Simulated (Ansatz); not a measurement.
Input of an Ansatz 0.2.0 run:

input.yaml

```yaml
crystal:
  lattice:
    - [-1.572281, 1.572281, 1.572281]
    - [1.572281, -1.572281, 1.572281]
    - [1.572281, 1.572281, -1.572281]
  atoms:
    - { symbol: Pd, position: [0.0, 0.0, 0.0] }
hamiltonian:
  xc: lda
  pseudopotentials: { kind: paw_fr }
magnetization:
  noncollinear: true
  spin_orbit: true
kpoints:
  mp_grid: { grid: [9, 9, 9] }
  band_path:
    path:
      - [[0.0, 0.0, 0.0], [0.5, -0.5, 0.5], [0.0, 0.0, 0.5], [0.0, 0.0, 0.0], [0.25, 0.25, 0.25], [0.5, -0.5, 0.5]]
      - [[0.25, 0.25, 0.25], [0.0, 0.0, 0.5]]
    npoints: 14
scf:
  occupations: { method: fermi_dirac, width: 0.05 }
  n_extra_bands: 6
output:
  forces: true
  stress: true
  eigenvalues: true
  fatbands: false
```

Potentials or basis: Ansatz PAW.

Run with:

```bash
$ ansatz run input.yaml --threads 2 --pin off --max-ram 5632MiB --backend cpu --events-out ev --progress --plain --runs-dir out
```

Problem. Estimate the pressure.

Solution. -15.3 GPa.

Problem. Predict the band gap on the k mesh.

Solution. None (metal or under the smearing width).

Levels at the corners of the path, in eV from the Fermi level:
| point | band 14 | band 15 | band 16 | band 17 | band 18 | band 19 | band 20 | band 21 | band 22 | band 23 |
| --- | --- | --- | --- | --- | --- | --- | --- | --- | --- | --- |
| Γ | -2.88 | -2.58 | -2.58 | -0.85 | -0.85 | -0.85 | -0.85 | 19.03 | 19.03 | 19.03 |
| H | 0.09 | 0.09 | 0.09 | 0.44 | 0.44 | 8.38 | 8.38 | 9.16 | 9.16 | 9.16 |
| N | -0.99 | -0.63 | -0.63 | 0.58 | 0.58 | 1.39 | 1.39 | 7.41 | 7.41 | 14.86 |
| Γ | -2.88 | -2.58 | -2.58 | -0.85 | -0.85 | -0.85 | -0.85 | 19.03 | 19.03 | 19.03 |
| P | -3.27 | -0.60 | -0.60 | -0.60 | -0.60 | 8.24 | 8.24 | 8.97 | 8.97 | 9.28 |
| H | 0.09 | 0.09 | 0.09 | 0.44 | 0.44 | 8.38 | 8.38 | 9.16 | 9.16 | 9.16 |
| P | -3.27 | -0.60 | -0.60 | -0.60 | -0.60 | 8.24 | 8.24 | 8.97 | 8.97 | 9.28 |
| N | -0.99 | -0.63 | -0.63 | 0.58 | 0.58 | 1.39 | 1.39 | 7.41 | 7.41 | 14.86 |

Caveat: so large a pressure means that the cell lies far from this level's equilibrium, or that cutoff or potentials fall short; the PAW data sets come from PBE, with cores solved anew for the run's functional, which leaves a small shift of forces and pressure.
